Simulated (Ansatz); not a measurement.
## A series in volume per atom on AgCl

Periodic Kohn-Sham DFT of a crystal at fixed atoms; pressure and stress are positive in compression; the energy is the free energy less that of spherical unpolarised free atoms; site moments are those in the method's own spheres, positive along +z. The results are calculated, by Ansatz 0.2.0.

Cell of the first row (space group Fm-3m, No. 225):
```
AgCl
1.0
      0.0000     2.7165     2.7165
      2.7165     0.0000     2.7165
      2.7165     2.7165     0.0000
Ag Cl
1 1
Direct
  0.50000 0.50000 0.50000
  0.00000 0.00000 0.00000
```

Settings of every row: method all-electron LAPW; functional LDA; relativity scalar; k mesh 8x8x8; filling fermi-dirac; smearing width 0.02 eV; basis error target 0.5 meV/atom; nucleus gaussian.

Atom start moment: 0 on all atoms.

| row | volume per atom (Å³) | pressure (GPa) | energy less free atoms (eV/atom) |
| --- | --- | --- | --- |
| 1 | 20.047 | -2.705 | -3.3812 |
| 2 | 20.473 | -3.796 | -3.3725 |
| 3 | 20.9 | -4.743 | -3.3611 |
| 4 | 21.113 | ? | ? |
| 5 | 21.327 | -5.565 | -3.3473 |
| 6 | 21.54 | -5.933 | -3.3397 |
| 7 | 21.753 | -6.276 | -3.3316 |
| 8 | 22.18 | -6.889 | -3.314 |
| 9 | 22.606 | -7.416 | -3.295 |

Question: what pressure and energy less free atoms should row 4 give?

Worked fit of pressure. Take u = (V_r/V)^(2/3) − 1 with V_r = 21.434 Å³ an atom, which is twice the finite (Eulerian) strain; such expansions in the strain, on which the Birch-Murnaghan equation of state is built, carry the rest volume and the bulk modulus. The shown rows have u = 0.04561, 0.03105, 0.01696, 0.00334, -0.00328, -0.0098, -0.02255, -0.03487. Least squares give pressure = −5.7536 + 55.49 × u + 234.76 × u² + 306 × u³ GPa; a parabola predicts inner rows, each left out in turn, worse (root mean square 0.005 against 0.00099 GPa). The rows lie off it by 0.000, -0.001, 0.000, 0.001, 0.000, -0.001, 0.000, 0.000. The withheld row has u = 0.01011, so the fit gives −5.7536 + 55.49 × (0.01011) + 234.76 × (0.01011)² + 306 × (0.01011)³ = -5.168 GPa.

The calculation gave -5.169 GPa. The fit lies 0.001 GPa (0.021 % of the column's range) above it, one unit of the last digit.

Worked fit of energy less free atoms. Take u = (V_r/V)^(2/3) − 1 with V_r = 21.434 Å³ an atom, which is twice the finite (Eulerian) strain; such expansions in the strain, on which the Birch-Murnaghan equation of state is built, carry the rest volume and the bulk modulus. The shown rows have u = 0.04561, 0.03105, 0.01696, 0.00334, -0.00328, -0.0098, -0.02255, -0.03487. Least squares give energy less free atoms = −3.34355 − 1.1541 × u + 6.997 × u² + 4.6 × u³ eV/atom; a parabola predicts inner rows, each left out in turn, worse (root mean square 7.8e-05 against 2.8e-05 eV/atom). All shown rows lie on it to the printed digit. The withheld row has u = 0.01011, so the fit gives −3.34355 − 1.1541 × (0.01011) + 6.997 × (0.01011)² + 4.6 × (0.01011)³ = -3.3545 eV/atom.

The calculation gave -3.3545 eV/atom. The fit meets it to the printed digit.
